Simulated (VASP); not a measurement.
# Zn (Fm-3m) in VASP: notebook, part 2 of 2

VASP 6.6.1. Earlier steps stand in the parts before.

### 4 Equation of state, PBE, 14.87 Å³/atom (volume scaled by 0.98)

INCAR reads:

```
  PREC = Accurate
  ENCUT = 520
  EDIFF = 1E-7
  ISMEAR = -1
  SIGMA = 0.05
  LREAL = F
  LASPH = T
  NELM = 100
  ALGO = Normal
  ISIF = 2
  LWAVE = F
  LCHARG = F
  GGA = PE
  NBANDS = 12
```

KPOINTS reads:

```
Automatic mesh
0
Gamma
  12 12 12
```

POSCAR reads:

```
Zn
1.0
    0.0000000000      1.9515891866      1.9515891866
    1.9515891866      0.0000000000      1.9515891866
    1.9515891866      1.9515891866      0.0000000000
Zn
1
Direct
    0.0000000000      0.0000000000      0.0000000000
```

On the command line:

```console
> cat potpaw_PBE.64/Zn/POTCAR > POTCAR
> mpirun -np 1 vasp_std > vasp.out
```

It took 11 s on 1 thread of Intel Xeon 6975P-C (Granite Rapids), shared host; peak memory 0.13 GiB.

It converged, with:

```yaml
Free_energy: -1.0757 eV
Pressure: 1.6 GPa
Band_gap_on_the_k_mesh: none (metal or under the smearing width)
```

### 5 Equation of state, PBE, 15.47 Å³/atom (volume scaled by 1.02)

INCAR reads:

```
PREC     = Accurate       # precision mode
ENCUT    = 520            # plane-wave cutoff, eV
EDIFF    = 1E-7           # SCF threshold, eV
ISMEAR   = -1             # smearing method
SIGMA    = 0.05           # smearing width, eV
LREAL    = False          # projectors in reciprocal space
LASPH    = True           # aspherical terms in the spheres
NELM     = 100            # most SCF steps
ALGO     = Normal         # electronic algorithm
ISIF     = 2              # what is computed and relaxed
LWAVE    = False          # write WAVECAR
LCHARG   = False          # write CHGCAR
GGA      = PE             # functional
NBANDS   = 12             # bands
```

KPOINTS is that of step 4.

POSCAR reads:

```
Zn
1.0
    0.0000000000      1.9777881408      1.9777881408
    1.9777881408      0.0000000000      1.9777881408
    1.9777881408      1.9777881408      0.0000000000
Zn
1
Direct
    0.0000000000      0.0000000000      0.0000000000
```

On the command line:

```console
> cat potpaw_PBE.64/Zn/POTCAR > POTCAR
> mpirun -np 1 vasp_std > vasp.out
```

It took 8.4 s on 1 thread of Intel Xeon 6975P-C (Granite Rapids), shared host; peak memory 0.13 GiB.

The run converged. Its results:

| Property | Result |
| --- | --- |
| Free energy | -1.0763 eV |
| Pressure | -1.1 GPa |
| Band gap on the k mesh | none (metal or under the smearing width) |

### 6 Equation of state, PBE, 15.78 Å³/atom (volume scaled by 1.04)

INCAR reads:

```
SYSTEM = Zn
ALGO = Normal ; EDIFF = 1E-7
ENCUT = 520 ; GGA = PE
ISIF = 2 ; ISMEAR = -1
LASPH = .TRUE. ; LCHARG = .FALSE.
LREAL = .FALSE. ; LWAVE = .FALSE.
NBANDS = 12 ; NELM = 80
PREC = Accurate ; SIGMA = 0.05
```

KPOINTS reads:

```
k-points
0
G
  12 12 12
  0 0 0
```

POSCAR reads:

```
Zn
1.0
    0.0000000000      1.9906312808      1.9906312808
    1.9906312808      0.0000000000      1.9906312808
    1.9906312808      1.9906312808      0.0000000000
Zn
1
Direct
    0.0000000000      0.0000000000      0.0000000000
```

Potentials or basis: VASP PAW PBE potentials, release 64 (Zn).

On the command line:

```console
> cat potpaw_PBE.64/Zn/POTCAR > POTCAR
> mpirun -np 1 vasp_std > vasp.out
```

It took 7.7 s on 1 thread of Intel Xeon 6975P-C (Granite Rapids), shared host; peak memory 0.13 GiB.

Results (log left out):

```
Free energy            : -1.0731 eV
Pressure               : -2.3 GPa
Band gap on the k mesh : none (metal or under the smearing width)
```

### 7 Equation of state, PBE, 16.08 Å³/atom (volume scaled by 1.06)

INCAR reads:

```
SYSTEM = Zn
PREC = Accurate ; ENCUT = 520
EDIFF = 1E-7 ; ISMEAR = -1
SIGMA = 0.05 ; LREAL = .FALSE.
LASPH = .TRUE. ; NELM = 100
ALGO = Normal ; ISIF = 2
LWAVE = .FALSE. ; LCHARG = .FALSE.
GGA = PE ; NBANDS = 12
```

KPOINTS reads:

```
Automatic mesh
0
G
  12 12 12
  0 0 0
```

POSCAR reads:

```
Zn
1.0
    0.0000000000      2.0033108028      2.0033108028
    2.0033108028      0.0000000000      2.0033108028
    2.0033108028      2.0033108028      0.0000000000
Zn
1
Direct
    0.0000000000      0.0000000000      0.0000000000
```

On the command line:

```console
> cat potpaw_PBE.64/Zn/POTCAR > POTCAR
> mpirun -np 1 vasp_std > vasp.out
```

Wall time 8.4 s (1 thread of Intel Xeon 6975P-C (Granite Rapids), shared host); peak memory 0.13 GiB.

It converged, with:

| Item | Value |
| --- | --- |
| Free energy | -1.0678 eV |
| Pressure | -3.2 GPa |
| Band gap on the k mesh | none (metal or under the smearing width) |

### 8 Equation of state, PBE

Potentials or basis: VASP PAW PBE potentials, release 64 (Zn).

This step only gathers the single runs of the series.

What came out:

| Item | Value |
| --- | --- |
| Equilibrium volume | 15.20 Å³/atom |
| Bulk modulus | 67 GPa |
| Pressure derivative of the bulk modulus | 5.3 |

Energy against volume, from the lowest point:
```csv
volume (Å³/atom),energy (meV/atom)
14.259,14.06
14.563,6.20
14.866,1.62
15.169,0.00
15.473,0.97
15.776,4.22
16.080,9.45
```

### 9 Equation of state, PBEsol, 14.26 Å³/atom (volume scaled by 0.94)

INCAR reads:

```
PREC = Accurate
ENCUT = 520
EDIFF = 1E-7
ISMEAR = -1
SIGMA = 0.05
LREAL = F
LASPH = T
NELM = 80
ALGO = Normal
ISIF = 2
LWAVE = F
LCHARG = F
GGA = PS
NBANDS = 12
```

KPOINTS reads:

```
regular mesh
0
Gamma
  12 12 12
```

POSCAR reads:

```
Zn
1.0
    0.0000000000      1.9246672763      1.9246672763
    1.9246672763      0.0000000000      1.9246672763
    1.9246672763      1.9246672763      0.0000000000
Zn
1
Direct
    0.0000000000      0.0000000000      0.0000000000
```

Potentials or basis: VASP PAW PBE potentials, release 64 (Zn).

On the command line:

```console
> cat potpaw_PBE.64/Zn/POTCAR > POTCAR
> mpirun -np 1 vasp_std > vasp.out
```

Run time: 7.3 s. Hardware: 1 thread of Intel Xeon 6975P-C (Granite Rapids), shared host; peak memory 0.12 GiB.

Results (log left out):

* Free energy: -1.5530 eV
* Pressure: -0.5 GPa
* Band gap on the k mesh: none (metal or under the smearing width)

Caveat: the PAW data sets were made with another functional, which shifts forces and pressure a little.

### 10 Equation of state, PBEsol, 14.56 Å³/atom (volume scaled by 0.96)

INCAR is that of step 9.

KPOINTS is that of step 9.

POSCAR reads:

```
Zn
1.0
    0.0000000000      1.9382217178      1.9382217178
    1.9382217178      0.0000000000      1.9382217178
    1.9382217178      1.9382217178      0.0000000000
Zn
1
Direct
    0.0000000000      0.0000000000      0.0000000000
```

On the command line:

```console
> cat potpaw_PBE.64/Zn/POTCAR > POTCAR
> mpirun -np 1 vasp_std > vasp.out
```

Wall time 6.8 s (1 thread of Intel Xeon 6975P-C (Granite Rapids), shared host); peak memory 0.12 GiB.

Results (log left out):

```
Free energy            : -1.5505 eV
Pressure               : -2.2 GPa
Band gap on the k mesh : none (metal or under the smearing width)
```

Caveat: the PAW data sets were made with another functional, which shifts forces and pressure a little.

### 11 Equation of state, PBEsol, 14.87 Å³/atom (volume scaled by 0.98)

INCAR is that of step 10.

KPOINTS is that of step 10.

POSCAR reads:

```
Zn
1.0
    0.0000000000      1.9515891866      1.9515891866
    1.9515891866      0.0000000000      1.9515891866
    1.9515891866      1.9515891866      0.0000000000
Zn
1
Direct
    0.0000000000      0.0000000000      0.0000000000
```

On the command line:

```console
> cat potpaw_PBE.64/Zn/POTCAR > POTCAR
> mpirun -np 1 vasp_std > vasp.out
```

Wall time 5.9 s (1 thread of Intel Xeon 6975P-C (Granite Rapids), shared host); peak memory 0.14 GiB.

Results (log left out):

- Free energy: -1.5450 eV
- Pressure: -3.6 GPa
- Band gap on the k mesh: none (metal or under the smearing width)

Caveat: the PAW data sets were made with another functional, which shifts forces and pressure a little.

### 12 Equation of state, PBEsol, 15.47 Å³/atom (volume scaled by 1.02)

INCAR is that of step 11.

KPOINTS is that of step 11.

POSCAR reads:

```
Zn
1.0
    0.0000000000      1.9777881408      1.9777881408
    1.9777881408      0.0000000000      1.9777881408
    1.9777881408      1.9777881408      0.0000000000
Zn
1
Direct
    0.0000000000      0.0000000000      0.0000000000
```

Potentials or basis: VASP PAW PBE potentials, release 64 (Zn).

On the command line:

```console
> cat potpaw_PBE.64/Zn/POTCAR > POTCAR
> mpirun -np 1 vasp_std > vasp.out
```

Wall time 8.1 s (1 thread of Intel Xeon 6975P-C (Granite Rapids), shared host); peak memory 0.14 GiB.

Results (log left out):

```yaml
Free_energy: -1.5268 eV
Pressure: -6.0 GPa
Band_gap_on_the_k_mesh: none (metal or under the smearing width)
```

Caveat: the PAW data sets were made with another functional, which shifts forces and pressure a little.

### 13 Equation of state, PBEsol, 15.78 Å³/atom (volume scaled by 1.04)

INCAR is that of step 12.

KPOINTS is that of step 12.

POSCAR reads:

```
Zn
1.0
    0.0000000000      1.9906312808      1.9906312808
    1.9906312808      0.0000000000      1.9906312808
    1.9906312808      1.9906312808      0.0000000000
Zn
1
Direct
    0.0000000000      0.0000000000      0.0000000000
```

On the command line:

```console
> cat potpaw_PBE.64/Zn/POTCAR > POTCAR
> mpirun -np 1 vasp_std > vasp.out
```

Run time: 8.3 s. Hardware: 1 thread of Intel Xeon 6975P-C (Granite Rapids), shared host; peak memory 0.14 GiB.

Results (log left out):

* Free energy: -1.5146 eV
* Pressure: -6.9 GPa
* Band gap on the k mesh: none (metal or under the smearing width)

Caveat: the PAW data sets were made with another functional, which shifts forces and pressure a little.

### 14 Equation of state, PBEsol, 16.08 Å³/atom (volume scaled by 1.06)

INCAR is that of step 13.

KPOINTS is that of step 13.

POSCAR reads:

```
Zn
1.0
    0.0000000000      2.0033108028      2.0033108028
    2.0033108028      0.0000000000      2.0033108028
    2.0033108028      2.0033108028      0.0000000000
Zn
1
Direct
    0.0000000000      0.0000000000      0.0000000000
```

On the command line:

```console
> cat potpaw_PBE.64/Zn/POTCAR > POTCAR
> mpirun -np 1 vasp_std > vasp.out
```

Wall time 7.3 s (1 thread of Intel Xeon 6975P-C (Granite Rapids), shared host); peak memory 0.13 GiB.

The run converged. Its results:

* Free energy: -1.5007 eV
* Pressure: -7.7 GPa
* Band gap on the k mesh: none (metal or under the smearing width)

Caveat: the PAW data sets were made with another functional, which shifts forces and pressure a little.

### 15 Equation of state, PBEsol

Potentials or basis: VASP PAW PBE potentials, release 64 (Zn).

This step only gathers the single runs of the series.

Results:

```
Equilibrium volume : 14.18 Å³/atom (rough: see the caveat)
Bulk modulus       : 86 GPa (rough)
```

Energy against volume, from the lowest point:
```tsv
volume (Å³/atom)	energy (meV/atom)
14.259	0.00
14.563	2.53
14.866	7.96
15.169	15.97
15.473	26.22
15.776	38.42
16.080	52.31
```

Caveat: the minimum lies outside the volumes run; the PAW data sets were made with another functional, which shifts forces and pressure a little.
